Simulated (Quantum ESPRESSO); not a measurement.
BaTiO3:

```
Ba Ti O
1.0
     4.00600    0.00000    0.00000
     0.00000    4.00600    0.00000
     0.00000    0.00000    4.00600
Ba Ti O
1 1 3
Direct
  0.50000 0.50000 0.50000
  0.00000 0.00000 0.00000
  0.00000 0.00000 0.50000
  0.00000 0.50000 0.00000
  0.50000 0.00000 0.00000
```

Base run:

- Program: Quantum ESPRESSO 7.5
- Functional: PBE
- Potentials or basis: GBRV 1.5 PBE
- Cutoff: 612 eV
- Density cutoff: 4898 eV
- k mesh: 4 × 4 × 4, shifted
- Occupations: fermi-dirac, width 0.05 eV
- Spin: no spin polarisation

Its results: pressure 2.6 GPa; electronic dielectric tensor (diagonal) 6.42.

**Question.** The run is repeated on the same cell with these changes: k mesh from 4 × 4 × 4, shifted to 2 × 2 × 2, shifted. What comes out?

**Answer.** Pressure 2.0 GPa; electronic dielectric tensor (diagonal) 5.86.

Caveats: some runs use coarse meshes.
